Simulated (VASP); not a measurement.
Set up this calculation in VASP 6.6.1, as the native input.

```yaml
Task: relaxation of cell and atoms
Functional: PBE
Dispersion: MBD-FI
Potentials_or_basis: VASP PAW PBE potentials, release 64 (Te)
Cutoff: 600 eV
k_mesh: 4 × 4 × 5
Occupations: fermi-dirac, width 0.05 eV
Spin: no spin polarisation
Further_INCAR_settings: ALGO = Normal; EDIFF = 1e-06; IBRION = 2; EDIFFG = -0.005; NSW = 60; ISIF = 3
```

The structure of Te lies in POSCAR:

```
Te
1.0
    5.8500400000      0.0000000000      0.0000000000
    0.0000000000      5.8500400000      0.0000000000
    0.0000000000      0.0000000000      4.7912000000
Te
4
Direct
    0.0000000000      0.0000000000      0.0000000000
    0.5000000000      0.5000000000      0.0000000000
    0.0000000000      0.5000000000      0.8300400000
    0.5000000000      0.0000000000      0.1699600000
```

The cell was built by a generator and needn't be a form met in nature.

These files were run (other wordings do the same):

INCAR

```
SYSTEM = Te
PREC     = Accurate       ! precision mode
ENCUT    = 600            ! plane-wave cutoff, eV
EDIFF    = 1E-6           ! SCF threshold, eV
ISMEAR   = -1             ! smearing method
SIGMA    = 0.05           ! smearing width, eV
LREAL    = .False.        ! projectors in reciprocal space
LASPH    = .True.         ! aspherical terms in the spheres
NELM     = 80             ! most SCF steps
ALGO     = Normal         ! electronic algorithm
ISIF     = 3              ! what is computed and relaxed
LWAVE    = .False.        ! write WAVECAR
LCHARG   = .False.        ! write CHGCAR
GGA      = PE             ! functional
IVDW     = 263            ! dispersion correction
IBRION   = 2              ! ionic algorithm
NSW      = 60             ! ionic steps
EDIFFG   = -0.005         ! ionic threshold
```

KPOINTS

```
Automatic mesh
0
Gamma
  4 4 5
  0 0 0
```

Potentials or basis: VASP PAW PBE potentials, release 64 (Te).

The run is started by

```console
$ cat potpaw_PBE.64/Te/POTCAR > POTCAR
$ mpirun -np 1 vasp_std > vasp.out
```

It gave:

| Quantity | Value |
| --- | --- |
| Relaxed volume | 36.60 Å³/atom |
| Relaxed cell | a = 5.792 Å, b = 5.792 Å, c = 4.363 Å, α = 90.00°, β = 90.00°, γ = 90.00° |
| Space group after relaxing (to 0.05 Å) | P4/nmm (No. 129) |
| Energy gained by relaxing | 17.2 meV/atom |
| Ionic steps | 26 |
| Pressure after relaxing | 0.0 GPa |
| Band gap on the k mesh | 0.09 eV, indirect (least direct gap 0.77 eV) |
| Dispersion energy per atom | -0.250 eV |

Caveat: spin-orbit coupling is left out, which moves the levels of the heavy elements; an odd mesh through Γ misses points on the zone boundary, where band edges often lie.

It took 13 min on 1 thread of Intel(R) Xeon(R) Platinum 8488C (Sapphire Rapids) (shared host), peak memory 0.35 GiB.
